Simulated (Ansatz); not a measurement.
# BiTe: strain energy, fitted

BiTe, Fm-3m, a = 6.394 Å. The structure is a COD entry; whether it is the stable form wasn't checked. Ansatz: PBEsol, PAW, 420 eV, Γ-centred 12×12×8 mesh on 4 atoms, Gaussian smearing 0.10 eV; no spin polarisation. Series: strain along c alone, the other axes held, atoms fixed by symmetry; x is the strain in per cent. The axes a, b, c are those of the computed cell (4.521, 4.521, 6.394 Å), along [1 1 0], [-1 1 0], [0 0 1] of the cell named above. y is the free energy over the unstrained cell, V0 = 32.681 Å³/atom.

```tsv
x (%)	y (meV/atom)
-4.5	?
-3.0	12.93
-1.5	3.07
0.0	0.00
1.5	3.04
3.0	11.20
4.5	23.19
```

Question: Fit y = c2 x² + c3 x³ to the other rows, turn c2 into a modulus, and predict the missing energy.

Answer: Least squares on the rows shown. y = 1.3272 x² − 0.039115 x³. In eV per unit strain² c2 is 13.27; this is C33 with relaxed ions (E = ½ C33 V0 ε²): 2 × 13.27 × 160.2 / (32.681) = 130 GPa. At x = -4.5 the fit asked for gives 30.44 meV/atom. The run gave 30.77 meV/atom, so the fit is 0.33 meV/atom too low, within twice the rms miss on the fitted rows (0.18 meV/atom).

Spin–orbit coupling is left out, which can shift energies with elements as heavy as these.